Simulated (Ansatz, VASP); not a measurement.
# ZnSe (Stilleite) in VASP and in Ansatz

```xyz
2
Lattice="0.0000 2.8338 2.8338 2.8338 0.0000 2.8338 2.8338 2.8338 0.0000" Properties=species:S:1:pos:R:3 pbc="T T T"
Se    4.2507    4.2507    4.2507
Zn    0.0000    0.0000    0.0000
```

Alike in both runs: task single point; functional PBE; k mesh 8 × 8 × 8; occupations gaussian, width 0.011 eV; no spin polarisation.

```csv
,VASP,Ansatz
version,VASP 6.6.1,Ansatz 0.2.0
potentials or method,"VASP PAW PBE potentials, release 64 (Se, Zn)",Ansatz PAW
plane-wave cutoff (eV),520,420
valence electrons in the cell,18,28
```

```tsv
	VASP	Ansatz	Ansatz less VASP
gap on the k mesh at the Fermi level (eV)	1.29	1.29	-0.002
least direct gap on the mesh (eV)	1.29	1.29	-0.002
pressure (GPa)	2.4	2.1	-0.27
```

The two sets of potentials don't hold the same shells in valence.

As with any semilocal functional, this PBE gap is likely too small.
